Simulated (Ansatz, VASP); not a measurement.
**Hf: VASP beside Ansatz**

The input POSCAR:

```
Hf
1.0
    2.3695485923      0.0000000000      0.0000000000
   -1.1847742961      2.0520892764      0.0000000000
    0.0000000000      0.0000000000      4.1382360720
Hf
2
Direct
    0.3333333333      0.6666666667      0.2500000000
    0.6666666667      0.3333333333      0.7500000000
```

The input INCAR.step1:

```
SYSTEM = Hf
  PREC = Accurate
  ENCUT = 520
  ISMEAR = -1
  SIGMA = 0.1
  LREAL = .FALSE.
  LASPH = .TRUE.
  NELM = 80
  NBANDS = 17
  GGA = PE
  ALGO = Normal
  EDIFF = 1E-4
  LWAVE = .TRUE.
  LCHARG = .FALSE.
```

INCAR.step2

```
SYSTEM = Hf
  PREC = Accurate
  ENCUT = 520
  EDIFF = 1E-6
  ISMEAR = -1
  SIGMA = 0.1
  LREAL = .FALSE.
  LASPH = .TRUE.
  NELM = 80
  ALGO = Normal
  ISIF = 2
  LWAVE = .FALSE.
  LCHARG = .FALSE.
  METAGGA = R2SCAN
  LMIXTAU = .TRUE.
  NBANDS = 17
  ISTART = 1
```

Contents of KPOINTS:

```
Automatic mesh
0
G
  14 14 8
  0 0 0
```

Input for Ansatz:

```yaml
crystal:
  lattice:
    - [2.3695485923, 0.0, 0.0]
    - [-1.1847742961, 2.0520892764, 0.0]
    - [0.0, 0.0, 4.138236072]
  atoms:
    - { symbol: Hf, position: [0.3333333333, 0.6666666667, 0.25] }
    - { symbol: Hf, position: [0.6666666667, 0.3333333333, 0.75] }
kpoints:
  mp_grid: { grid: [14, 14, 8] }
  band_path:
    path:
      - [0.0, 0.0, 0.0]
      - [0.5, 0.0, 0.0]
      - [0.3333333333, 0.3333333333, 0.0]
      - [0.0, 0.0, 0.0]
      - [0.0, 0.0, 0.5]
      - [0.5, 0.0, 0.5]
      - [0.3333333333, 0.3333333333, 0.5]
      - [0.0, 0.0, 0.5]
      - [0.5, 0.0, 0.5]
    npoints: 8
scf:
  occupations: { method: fermi_dirac, width: 0.1 }
hamiltonian:
  xc: r2scan
  pseudopotentials: { kind: paw }
output:
  forces: true
  stress: true
  eigenvalues: true
  populations: true
  dos: { projected: true, de: 0.2, e_range: [-14, 8] }
```

Change from the starting cell: volume scaled by 0.45, PAW files.

Alike in both runs: task single point; functional r2SCAN; k mesh 14 × 14 × 8; occupations fermi-dirac, width 0.1 eV; no spin polarisation.

```csv
,VASP,Ansatz
version,VASP 6.6.1,Ansatz 0.2.0
potentials or method,"VASP PAW PBE potentials, release 64 (Hf_pv)","PAW with Ansatz's default frozen-core files, scalar-relativistic"
plane-wave cutoff (eV),520,500
valence electrons in the cell,20,52
```

Ansatz gave:

| Property | Result |
| --- | --- |
| pressure (GPa) | 338.5 |
| largest component of the traceless stress (GPa) | 0.03 |

**Question.** Estimate VASP's values.

**Answer.** Pressure (GPa): 333.2; largest component of the traceless stress (GPa): 1.08.

The two sets of potentials don't hold the same shells in valence.

Caveats: the cell as given lies far from equilibrium; so large a pressure means that the cell lies far from this level's equilibrium, or that cutoff or potentials fall short (VASP); the potentials were made for another functional, which shifts forces and pressure (VASP). Spin-orbit coupling is left out, which matters for the levels of Hf.
